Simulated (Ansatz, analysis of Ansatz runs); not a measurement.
**Substitutional P in diamond: charge-transition level against experiment**

How near does this set-up come to the measured charge-transition level? Subject: substitutional P in diamond. Set-up: HSE06 on PBE structures, 128-site cell, PBE lattice, 420 eV, k: the single point 1/4 1/4 1/4 then the zone centre alone. The model is a cell of 128 host atoms with 1 C taken out and 1 P put in. The level is the Fermi energy at which two charge states have equal formation energy, after a correction for the images of the charge. Exact exchange opens the gap, stiffens bonds and lessens the self-interaction error, at many times the cost.

Measured beforehand: (+1/0) level below the conduction-band bottom: 0.6 eV, by known donor activation energy used as empirical marker; method not stated in the paper (quoted in “Hunting the elusive shallow n-type donor – An ab initio study of Li and N co-doped diamond”, 2021, S. Conejeros et al., quoting earlier work (2000)). (+1/0) level below the conduction-band bottom: 0.62 eV, by donor ionization energy (cited; method not stated) (quoted in “Phosphorescence and donor-acceptor pair recombination in laboratory-grown diamonds”, 2023, Jiahui Zhao et al., quoting earlier work (2013)). The runs below try to reproduce this.

Main program and level: Ansatz 0.2.0; plane-wave PAW DFT, PBE; relaxation of all atoms of a defect supercell.

This is a report of a sequence of runs, with most program output left out.

In doubt: a hybrid run on one k-point (Ansatz), which bears on gaps, levels and energies.

**1. The starting structure**

The cell holds 128 atoms: 127 C and 1 P. Cell: a = 10.102 Å, b = 10.102 Å, c = 10.102 Å, α = 60.0°, β = 60.0°, γ = 60.0°. It derives from C (space group Fd-3m). Nearest the centre at fractional (0.438, 0.438, 0.438): P44 at 0.00 Å, C75 at 1.55 Å, C43 at 1.55 Å, C51 at 1.55 Å, C45 at 1.55 Å, C12 at 2.53 Å, C36 at 2.53 Å, C42 at 2.53 Å. The cell carries charge +1.

The host's primitive cell comes from a first run (plane-wave PAW DFT, PBE; relaxation of the host's cell and atoms): vectors of 2.525, 2.525 and 2.525 Å. That is 5.69 Å³ an atom, 0.4 % over the diffraction cell's volume. The supercell is built on it.

**2. Relaxation, charge +1**

Every later number rests on the structure around the defect, so the atoms are relaxed at the host's lattice first.

relax0/input.yaml

```yaml
relax:
  f_tol: 0.02
  max_steps: 80
  random_displacement: { amplitude: 0.05, seed: 716 }
crystal:
  lattice:
    - [0.0, 7.14316351, 7.14316351]
    - [7.14316351, 0.0, 7.14316351]
    - [7.14316351, 7.14316351, 0.0]
  atoms:
    - { symbol: C, position: [0.125, 0.125, 0.125] }
    - { symbol: C, position: [0.1875, 0.1875, 0.1875] }
[... 3 atom lines left out ...]
    - { symbol: C, position: [0.1875, 0.1875, 0.6875] }
[... 4 atom lines left out ...]
    - { symbol: C, position: [0.125, 0.375, 0.375] }
    - { symbol: C, position: [0.1875, 0.4375, 0.4375] }
    - { symbol: C, position: [0.125, 0.375, 0.625] }
    - { symbol: C, position: [0.1875, 0.4375, 0.6875] }
    - { symbol: C, position: [0.125, 0.375, 0.875] }
[... 2 atom lines left out ...]
    - { symbol: C, position: [0.1875, 0.6875, 0.1875] }
    - { symbol: C, position: [0.125, 0.625, 0.375] }
    - { symbol: C, position: [0.1875, 0.6875, 0.4375] }
    - { symbol: C, position: [0.125, 0.625, 0.625] }
    - { symbol: C, position: [0.1875, 0.6875, 0.6875] }
[... 4 atom lines left out ...]
    - { symbol: C, position: [0.125, 0.875, 0.375] }
[... 7 atom lines left out ...]
    - { symbol: C, position: [0.375, 0.125, 0.375] }
    - { symbol: C, position: [0.4375, 0.1875, 0.4375] }
    - { symbol: C, position: [0.375, 0.125, 0.625] }
    - { symbol: C, position: [0.4375, 0.1875, 0.6875] }
    - { symbol: C, position: [0.375, 0.125, 0.875] }
[... 1 atom line left out ...]
    - { symbol: C, position: [0.375, 0.375, 0.125] }
    - { symbol: C, position: [0.4375, 0.4375, 0.1875] }
    - { symbol: C, position: [0.375, 0.375, 0.375] }
    - { symbol: P, position: [0.4375, 0.4375, 0.4375] }
    - { symbol: C, position: [0.375, 0.375, 0.625] }
    - { symbol: C, position: [0.4375, 0.4375, 0.6875] }
[... 2 atom lines left out ...]
    - { symbol: C, position: [0.375, 0.625, 0.125] }
    - { symbol: C, position: [0.4375, 0.6875, 0.1875] }
    - { symbol: C, position: [0.375, 0.625, 0.375] }
    - { symbol: C, position: [0.4375, 0.6875, 0.4375] }
    - { symbol: C, position: [0.375, 0.625, 0.625] }
[... 3 atom lines left out ...]
    - { symbol: C, position: [0.375, 0.875, 0.125] }
[... 8 atom lines left out ...]
    - { symbol: C, position: [0.6875, 0.1875, 0.1875] }
    - { symbol: C, position: [0.625, 0.125, 0.375] }
    - { symbol: C, position: [0.6875, 0.1875, 0.4375] }
    - { symbol: C, position: [0.625, 0.125, 0.625] }
    - { symbol: C, position: [0.6875, 0.1875, 0.6875] }
[... 2 atom lines left out ...]
    - { symbol: C, position: [0.625, 0.375, 0.125] }
    - { symbol: C, position: [0.6875, 0.4375, 0.1875] }
    - { symbol: C, position: [0.625, 0.375, 0.375] }
    - { symbol: C, position: [0.6875, 0.4375, 0.4375] }
    - { symbol: C, position: [0.625, 0.375, 0.625] }
[... 3 atom lines left out ...]
    - { symbol: C, position: [0.625, 0.625, 0.125] }
    - { symbol: C, position: [0.6875, 0.6875, 0.1875] }
    - { symbol: C, position: [0.625, 0.625, 0.375] }
[... 15 atom lines left out ...]
    - { symbol: C, position: [0.875, 0.125, 0.375] }
[... 5 atom lines left out ...]
    - { symbol: C, position: [0.875, 0.375, 0.125] }
[... 1 atom line left out ...]
    - { symbol: C, position: [0.875, 0.375, 0.375] }
[... 20 atom lines left out ...]
    - { symbol: C, position: [0.9375, 0.9375, 0.9375] }
  host:
    repeats: [4, 4, 4]
    atoms:
      - { symbol: C, position: [0.5, 0.5, 0.5] }
      - { symbol: C, position: [0.75, 0.75, 0.75] }
total_charge: 1
basis:
  ecutwfc: 420
  xc_grid: 2
hamiltonian:
  xc: pbe
kpoints:
  mp_grid: { grid: [1, 1, 1], shift: [0.25, 0.25, 0.25] }
scf:
  occupations: { method: fermi_dirac, width: 0.01 }
  max_iter: 120
output:
  forces: true
  charged_corrections:
    epsilon: 5.85
    static_epsilon: 5.85
    defect_position: [0.4375, 0.4375, 0.4375]
checkpoint:
  write: "../relax0.run"
  compress: false
  write_wavefunctions: true
  write_every: 100000
```

Started as:

```bash
ansatz run input.yaml --threads 4 --pin off --max-ram 7536MiB --backend cpu --events-out ev --progress --plain --runs-dir out
```

The job ended after 2.5 min (4 threads of Arm Neoverse N1, shared host; peak memory 1.9 GiB; 9.1 min of CPU time).

Step by step:

| step | energy less that of the first step (eV) | largest force component (eV/Å) |
| --- | --- | --- |
| 1 | 0.0000 | 8.3618 |
| 2 | -7.9091 | 3.5434 |
| 3 | -9.7417 | 0.1857 |
| 4 | -9.7465 | 0.0239 |
| 5 | -9.7459 | 0.0530 |
| 6 | -9.7466 | 0.0077 |

Relaxation step 5 was tried and not accepted.

The atoms that moved most (Å, from the sites as typed, ahead of the random displacement, the mean shift of all atoms taken out):

| atom | dx | dy | dz | length |
| --- | --- | --- | --- | --- |
| C43 | -0.089 | -0.089 | -0.089 | 0.155 |
| C45 | 0.087 | 0.088 | -0.087 | 0.151 |
| C51 | 0.087 | -0.087 | 0.087 | 0.151 |
| C75 | -0.087 | 0.087 | 0.087 | 0.151 |
| C46 | 0.030 | 0.030 | -0.001 | 0.043 |
| C76 | -0.001 | 0.030 | 0.030 | 0.043 |
| C52 | 0.030 | -0.001 | 0.030 | 0.043 |
| C14 | 0.030 | 0.003 | -0.029 | 0.042 |

Neighbours of P44 at the end:

| atom | distance (Å) |
| --- | --- |
| C45 | 1.698 |
| C51 | 1.698 |
| C75 | 1.698 |
| C43 | 1.701 |
| C12 | 2.567 |
| C36 | 2.567 |
| C42 | 2.567 |
| C14 | 2.567 |
| C20 | 2.567 |
| C38 | 2.567 |
| C50 | 2.567 |
| C68 | 2.567 |
| C74 | 2.567 |
| C52 | 2.569 |
| C46 | 2.569 |
| C76 | 2.569 |

Read from the output:

| Property | Result |
| --- | --- |
| free energy | -32614.7530 eV |

The series, run alike:

| run | outcome | energy less the first (eV) | moment (μB) | time |
| --- | --- | --- | --- | --- |
| relaxation, charge +1 | converged | 0.0000 | 0.00 | 2.5 min |
| relaxation, charge 0 | converged | 17.5000 | 1.00 | 7.5 min |

The relaxation ends 76 meV an atom lower than the displaced start, with a largest force component of 0.0077 eV/Å.

**3. Single point, charge +1**

The relaxed structure is kept, and the final numbers are taken at the final level and k-points.

This step: plane-wave PAW DFT, HSE06; single point of a defect supercell on the structure relaxed with PBE.

point0/input.yaml

```yaml
crystal:
  lattice:
    - [0.0, 7.14316351, 7.14316351]
    - [7.14316351, 0.0, 7.14316351]
    - [7.14316351, 7.14316351, 0.0]
  atoms:
    - { symbol: C, position: [0.124947149, 0.124983616, 0.125392094] }
    - { symbol: C, position: [0.187531499, 0.187566422, 0.187977629] }
[... 9 atom lines left out ...]
    - { symbol: C, position: [0.183558266, 0.43737625, 0.43779239] }
[... 7 atom lines left out ...]
    - { symbol: C, position: [0.183582148, 0.691887911, 0.437841951] }
[... 15 atom lines left out ...]
    - { symbol: C, position: [0.437339147, 0.183599875, 0.437792568] }
[... 5 atom lines left out ...]
    - { symbol: C, position: [0.437345421, 0.437378276, 0.184009583] }
    - { symbol: C, position: [0.368771025, 0.368803767, 0.369219872] }
    - { symbol: P, position: [0.437481978, 0.437537727, 0.437960965] }
    - { symbol: C, position: [0.368906444, 0.368929646, 0.643835233] }
[... 4 atom lines left out ...]
    - { symbol: C, position: [0.437400311, 0.691887553, 0.18402735] }
    - { symbol: C, position: [0.368896576, 0.643415222, 0.369345193] }
[... 16 atom lines left out ...]
    - { symbol: C, position: [0.691851326, 0.18362356, 0.43784434] }
[... 5 atom lines left out ...]
    - { symbol: C, position: [0.691857093, 0.437427858, 0.184031192] }
    - { symbol: C, position: [0.64337381, 0.368941446, 0.369350495] }
[... 52 atom lines left out ...]
    - { symbol: C, position: [0.937552277, 0.937587209, 0.938000704] }
  host:
    repeats: [4, 4, 4]
    atoms:
      - { symbol: C, position: [0.5, 0.5, 0.5] }
      - { symbol: C, position: [0.75, 0.75, 0.75] }
total_charge: 1
basis:
  ecutwfc: 420
  xc_grid: 2
hamiltonian:
  xc: hse06
kpoints:
  mp_grid: { grid: [1, 1, 1] }
scf:
  occupations: { method: fermi_dirac, width: 0.01 }
  max_iter: 120
output:
  forces: true
  charged_corrections:
    epsilon: 5.85
    static_epsilon: 5.85
    defect_position: [0.4375, 0.4375, 0.4375]
  eigenvalues: true
checkpoint:
  read: "../relax0.run"
  write: "../point0.run"
  compress: false
  write_wavefunctions: true
  write_every: 100000
```

Run time: 6.8 min. Hardware: 4 threads; peak memory 3.3 GiB.

Numbers from this step:

```
free energy : -32620.4218 eV
```

The series, run alike:

| run | outcome | energy less the first (eV) | moment (μB) | time |
| --- | --- | --- | --- | --- |
| single point, charge +1 | converged | 0.0000 | 0.00 | 6.8 min |
| single point, charge 0 | converged | 17.6495 | 1.00 | 12 min |

**4. Charge-transition levels**

A charged cell feels its images and has its own zero of potential; this step corrects both and places the level between the host's band edges.

This step: place-levels on HSE06 runs: charge-transition levels with image-charge correction and potential alignment at the atomic sites.

levels.yaml

```yaml
host:
  run: host.point.run
states: [point0.run, point1.run]
geometry_from:
  point0.run: relax0.run
  point1.run: relax1.run
  host.point.run: host.relax.run
```

Started as:

```bash
ansatz place-levels levels.yaml -- --threads 4 --pin off --max-ram 7536MiB
```

Run time: 0.33 s. Hardware: 4 threads.

This step gave:

```yaml
gap: 5.304 eV
```

**5. Results**

| Item | Value |
| --- | --- |
| static dielectric constant used | 5.8 |
| band gap of the host | 5.30 eV |
| (plus 1/0) level below the conduction-band bottom | 0.83 eV |
| time of the whole chain | 30 min on 4 threads |

What this shows: (+1/0) level below the conduction-band bottom: computed 0.83 eV, measured 0.6 eV and 0.62 eV; 0.21 eV deeper than the nearest measurement. The level is counted in a gap of 5.30 eV, and the correction is screened by a dielectric constant of 5.8 from a linear-response run on the host (PBE). The bound state has a long tail, so in cells of 64 to 216 sites the impurity band still disperses by tenths of an eV and the level moves with cell and k-points. Limits: the zone centre alone is a coarse sampling for this cell; the structure comes from another functional than the final numbers.

[Logs are printed without paths, hosts, clocks, repeated set-up lines and the standing remarks that a program may print on its own settings, such as how far it seeks lower states.]

[Hosts, paths, dates, database ids (printed as entryN), source tags and the programs' standing remarks are cut or masked in the printed files.]

[For some hosts the program warned that the k-mesh of the response run may be too coarse for force constants and the static dielectric constant; such warnings are not shown here.]
